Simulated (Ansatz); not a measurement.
Geometry optimisation, Ansatz 0.2.0, DFT PBE, scalar-relativistic, plane waves, PAW.

The input (input.yaml):

```yaml
crystal:
  lattice:
    - [-4.1617, -4.1617, 0.0]
    - [4.1617, -4.1617, 0.0]
    - [0.0, 0.0, 5.3266]
  atoms:
    - { symbol: Si, position: [0.5, 0.5, 0.0] }
    - { symbol: Si, position: [0.0, 0.5, 0.25] }
    - { symbol: O, position: [0.1928, 0.5, 0.0] }
    - { symbol: O, position: [0.0, 0.1928, 0.25] }
    - { symbol: O, position: [0.8072, 0.5, 0.0] }
    - { symbol: O, position: [0.0, 0.8072, 0.25] }
    - { symbol: Si, position: [0.5, 0.5, 0.5] }
    - { symbol: Si, position: [0.0, 0.5, 0.75] }
    - { symbol: O, position: [0.1928, 0.5, 0.5] }
    - { symbol: O, position: [0.0, 0.1928, 0.75] }
    - { symbol: O, position: [0.8072, 0.5, 0.5] }
    - { symbol: O, position: [0.0, 0.8072, 0.75] }
    - { symbol: Si, position: [0.0, 0.0, 0.0] }
    - { symbol: Si, position: [0.5, 0.0, 0.25] }
    - { symbol: O, position: [0.6928, 0.0, 0.0] }
    - { symbol: O, position: [0.5, 0.6928, 0.25] }
    - { symbol: O, position: [0.3072, 0.0, 0.0] }
    - { symbol: O, position: [0.5, 0.3072, 0.25] }
    - { symbol: Si, position: [0.0, 0.0, 0.5] }
    - { symbol: Si, position: [0.5, 0.0, 0.75] }
    - { symbol: O, position: [0.5, 0.6928, 0.75] }
    - { symbol: F, position: [0.6928, 0.0, 0.5], spin: 1.0 }
    - { symbol: O, position: [0.5, 0.3072, 0.75] }
magnetization:
  spin_polarized: true
basis:
  ecutwfc: 420.0
kpoints:
  mp_grid: { grid: [2, 2, 2] }
hamiltonian:
  xc: pbe
  pseudopotentials: { kind: paw, azcp: { folder: soft_1 } }
scf:
  occupations: { method: gaussian, width: 0.05 }
  lower_state_search: "off"
relax:
  f_tol: 0.03
  max_steps: 60
  adjacent_minimum: "off"
```

Launched with:

```bash
$ ansatz run input.yaml --threads 2 --pin off --max-ram 5120MiB --backend cpu --events-out ev --progress --plain --runs-dir out
```

**Question.** Where does it end, and by what steps?

**Answer.** It converged. Limits of this set-up: coarse k mesh. After 10 steps the energy has fallen by 2.833 eV; Si19 moved furthest, 0.69 Å. Parted: Si19–F22. Joined: Si14–Si19, Si19–Si20.

| step | energy less start (eV) | largest force component (eV/Å) | accepted |
| --- | --- | --- | --- |
| 0 | 0.0000 | 3.759 | yes |
| 1 | -1.2411 | 2.439 | yes |
| 2 | -2.0236 | 0.738 | yes |
| 3 | -2.0754 | 0.520 | yes |
| 4 | -2.1267 | 0.636 | yes |
| 5 | -2.3185 | 1.034 | yes |
| 6 | -2.7368 | 0.909 | yes |
| 7 | -2.8110 | 0.420 | yes |
| 8 | -2.7492 | 0.574 | no |
| 9 | -2.8329 | 0.053 | yes |
| 10 | -2.8331 | 0.013 | yes |

```xyz
23
Lattice="-4.1617 -4.1617 0.0000 4.1617 -4.1617 0.0000 0.0000 0.0000 5.3266" Properties=species:S:1:pos:R:3
Si 0.007 -4.155 0.000
Si 2.081 -2.081 1.338
O 1.265 -2.896 0.000
O 0.799 -0.810 1.368
O -1.270 -5.432 0.000
O 3.352 -3.363 1.368
Si -0.012 -4.173 2.663
Si 2.081 -2.081 3.989
O 1.263 -2.899 2.663
O 0.799 -0.810 3.959
O -1.265 -5.427 2.663
O 3.352 -3.363 3.959
Si 0.071 0.071 0.000
Si -1.966 -1.966 1.304
O -2.836 -2.836 0.000
O 0.814 -4.973 1.341
O -1.206 -1.206 0.000
O -0.812 -3.348 1.341
Si -0.489 -0.489 2.663
Si -1.966 -1.966 4.023
O 0.814 -4.973 3.986
F -2.785 -2.785 2.663
O -0.812 -3.348 3.986
```

Time of the run: 89 s on 2 threads of Arm Neoverse V1, with other jobs on the host, peak memory 0.58 GiB.
